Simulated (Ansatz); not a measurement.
**Bi: response to a displaced atom**

Aim: deform Bi (atom 2 (Bi) moved by (0.085, 0.085, 0.000) Å) and compute stress, forces and field gradients with LAPW, PAW and all-electron datasets made for the crystal.

Program: Ansatz 0.2.0. Level of theory: DFT PBE, scalar-relativistic. These are calculated values, not measurements.

## 1. The starting structure

Symmetry: C2/m, No. 12, monoclinic system. The conventional cell has a = 6.673 Å, b = 6.111 Å, c = 3.300 Å, α = 90.00°, β = 110.41°, γ = 90.00°. Around Bi (site symmetry m) lie 6 Bi at 3.15 to 3.31 Å.

Structure file:

```cif
data_structure
_symmetry_space_group_name_H-M 'C2/m'
_symmetry_Int_Tables_number 12
_cell_length_a 6.6726
_cell_length_b 6.1108
_cell_length_c 3.3001
_cell_angle_alpha 90.000
_cell_angle_beta 110.412
_cell_angle_gamma 90.000
_cell_volume 126.11
loop_
_atom_site_label
_atom_site_type_symbol
_atom_site_symmetry_multiplicity
_atom_site_Wyckoff_symbol
_atom_site_fract_x
_atom_site_fract_y
_atom_site_fract_z
_atom_site_occupancy
Bi1 Bi 4 i 0.75180 0.50000 0.14900 1
```

The file gives the conventional cell by its symmetry; the runs use the cell typed in the input.

Atoms are numbered in the order of the input: Bi1, Bi2.

## 2. After the deformation

Space group C2/m before, P-1 after.

## 3. LAPW, all electrons

Contents of input.yaml:

```yaml
crystal:
  lattice:
    - [3.33628, -3.0554, 0.0]
    - [3.33628, 3.0554, 0.0]
    - [-1.15098, 0.0, 3.09291]
  atoms:
    - { symbol: Bi, position: [0.2518, 0.2518, 0.149] }
    - { symbol: Bi, position: [0.7470309652, 0.7748024517, 0.851] }
kpoints:
  mp_grid: { grid: [8, 8, 11] }
scf:
  occupations: { method: fermi_dirac, width: 0.05 }
hamiltonian:
  xc: pbe
  pseudopotentials: { kind: all_electron, lapw: { basis_error: 0.00025 } }
output:
  forces: true
  stress: true
  eigenvalues: true
```

Command:

```sh
> ansatz run input.yaml --threads 1 --pin off --max-ram 2048MiB --backend cpu --events-out ev --progress --plain --runs-dir out
```

## 4. PAW with frozen cores

input.yaml, as its differences from that of step 3:

```diff
@@ -14,3 +14,3 @@
   xc: pbe
-  pseudopotentials: { kind: all_electron, lapw: { basis_error: 0.00025 } }
+  pseudopotentials: { kind: paw }
 output:
@@ -19 +19,2 @@
   eigenvalues: true
+  efg: { contact_densities: true }
```

## 5. All-electron PAW on datasets made for the crystal

input.yaml, as its differences from that of step 4:

```diff
@@ -14,3 +14,3 @@
   xc: pbe
-  pseudopotentials: { kind: paw }
+  pseudopotentials: { kind: all_electron, datasets: crystal }
 output:
```

(Steps that only read results are left out.)

Q: Predict the outcome of this session. Wanted: pressure; largest shear or deviatoric stress; force on Bi2 along the move.

**Answer**, as computed:

| quantity | value |
| --- | --- |
| pressure | LAPW 4.51, PAW 4.49, crystal datasets 4.51 GPa |
| largest shear or deviatoric stress (LAPW) | 1.17 GPa |
| force on Bi2 along the move | -0.285 eV/Å |

**Reading.** Bi2 feels a force against its move; no run of the undisplaced cell is shown, so any force that was there before is in it. No run of the undeformed cell stands beside it, so the pressure holds what the given cell had before the change. PAW: stress within 0.02 GPa of LAPW, forces within 1 meV/Å. Crystal datasets: stress within 0.01 GPa of LAPW, forces within 1 meV/Å. Spin-orbit coupling is left out, though the cell holds Bi; in elements this heavy it can shift bands and gaps by tenths of an eV.
